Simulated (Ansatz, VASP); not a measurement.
**C in VASP and in Ansatz**

INCAR

```
SYSTEM = C
PREC = Accurate
ENCUT = 520
EDIFF = 1E-6
ISMEAR = 0
SIGMA = 0.05
LREAL = .FALSE.
LASPH = .TRUE.
NELM = 60
ALGO = Normal
ISIF = 2
LWAVE = .FALSE.
LCHARG = .TRUE.
GGA = CA
LELF = .TRUE.
LVHAR = .TRUE.
NBANDS = 11
```

KPOINTS

```
Automatic mesh
0
G
  12 12 12
  0 0 0
```

POSCAR

```
C
1.0
    0.0000000000      1.8205464688      1.8205464688
    1.8205464688      0.0000000000      1.8205464688
    1.8205464688      1.8205464688      0.0000000000
C
2
Direct
    0.5000000000      0.5000000000      0.5000000000
    0.7500000000      0.7500000000      0.7500000000
```

Input for Ansatz:

```yaml
crystal:
  lattice:
    - [0.0, 1.8205464688, 1.8205464688]
    - [1.8205464688, 0.0, 1.8205464688]
    - [1.8205464688, 1.8205464688, 0.0]
  atoms:
    - { symbol: C, position: [0.5, 0.5, 0.5] }
    - { symbol: C, position: [0.75, 0.75, 0.75] }
basis:
  ecutwfc: 520.0
kpoints:
  mp_grid: { grid: [12, 12, 12] }
hamiltonian:
  xc: lda
  pseudopotentials: { kind: paw, azcp: { folder: soft_1 } }
scf:
  occupations: { method: gaussian, width: 0.05 }
output:
  forces: true
  stress: true
  eigenvalues: true
```

Alike in both runs: task single point; functional LDA; k mesh 12 × 12 × 12; occupations gaussian, width 0.05 eV; no spin polarisation.

|  | VASP | Ansatz |
| --- | --- | --- |
| version | VASP 6.6.1 | Ansatz 0.2.0 |
| potentials or method | VASP PAW LDA potentials, release 64 (C) | scalar-relativistic, plane waves, PAW |
| plane-wave cutoff (eV) | 520 | 520 |
| valence electrons in the cell | 8 | 8 |

```tsv
	VASP	Ansatz	Ansatz less VASP
gap on the k mesh at the Fermi level (eV)	3.97	3.98	+0.008
least direct gap on the mesh (eV)	5.37	5.37	0.000
```

Ansatz warned: «pseudo_functional_mismatch».
